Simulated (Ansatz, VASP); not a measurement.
Ba: VASP beside Ansatz

```
Ba
1.0
    -2.22736    2.22736    3.14949
     2.22736   -2.22736    3.14949
     2.22736    2.22736   -3.14949
Ba
1
Direct
  0.00000 0.00000 0.00000
```

Alike in both runs: task single point; functional PBEsol; k mesh 16 × 16 × 16; occupations gaussian, width 0.15 eV; no spin polarisation.

```csv
,VASP,Ansatz
version,VASP 6.6.1,Ansatz 0.2.0
potentials or method,"VASP PAW PBE potentials, release 64 (Ba_sv)","scalar-relativistic, plane waves, PAW"
plane-wave cutoff (eV),520,420
valence electrons in the cell,10,10
```

```csv
,VASP,Ansatz,Ansatz less VASP
gap on the k mesh at the Fermi level (eV),none,none,-
pressure (GPa),-0.5,-0.5,-0.05
```

A gap of «none» marks a metal or a gap that the smearing closes. The functional is the same, so the differences come from potentials, cutoffs and numerics.

Caveats: the PAW data sets were made with another functional, which shifts forces and pressure a little (VASP). Spin-orbit coupling is left out, which matters for the levels of Ba.
